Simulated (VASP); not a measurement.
A run of VASP 6.6.1 is set up as follows.

File INCAR:

```
PREC     = Accurate       # precision mode
ENCUT    = 520            # plane-wave cutoff, eV
EDIFF    = 1E-7           # SCF threshold, eV
ISMEAR   = -1             # smearing method
SIGMA    = 0.05           # smearing width, eV
LREAL    = False          # projectors in reciprocal space
LASPH    = True           # aspherical terms in the spheres
NELM     = 100            # most SCF steps
ALGO     = Normal         # electronic algorithm
ISIF     = 2              # what is computed and relaxed
LWAVE    = False          # write WAVECAR
LCHARG   = False          # write CHGCAR
GGA      = PE             # functional
NBANDS   = 26             # bands
```

The input KPOINTS:

```
Automatic mesh
0
Gamma
  7 7 4
```

File POSCAR:

```
CdSe
1.0
    4.3000000000      0.0000000000      0.0000000000
   -2.1500000000      3.7239092363      0.0000000000
    0.0000000000      0.0000000000      7.0200000000
Cd Se
2 2
Direct
    0.6666666667      0.3333333333      0.5000000000
    0.3333333333      0.6666666667      0.0000000000
    0.6666666667      0.3333333333      0.8850000000
    0.3333333333      0.6666666667      0.3850000000
```

Potentials or basis: VASP PAW PBE potentials, release 64 (Cd, Se).

The run is started by

```sh
$ cat potpaw_PBE.64/Cd/POTCAR potpaw_PBE.64/Se/POTCAR > POTCAR
$ mpirun -np 1 vasp_std > vasp.out
```

Q: Predict the band gap on the k mesh.

A: 0.70 eV, direct.

Q: Estimate the pressure.

A: 3.3 GPa.

Q: What does it give for the largest force?

A: 0.291 eV/Å.

Forces in eV/Å, atoms in the order of the input:
```
Cd   0.000  0.000  0.291
Cd   0.000  0.000  0.291
Se   0.000  0.000 -0.291
Se   0.000  0.000 -0.291
```

**Experimental background.**

A printed reference work, data compilation reports, for a bulk crystal of CdSe at 2 K: band gap 1.841 eV.

A measured gap of CdSe is 1.841 eV (2 K; a printed reference work, data compilation); the calculated 0.70 eV misses it by -1.14 eV. So large a miss can be the level of theory's own, or it may mean another phase, state or a wrong row. Spin-orbit coupling on Cd, Se is left out. The value is that of PBE, without temperature or zero-point motion. Semilocal functionals fall short of measured gaps as a rule.
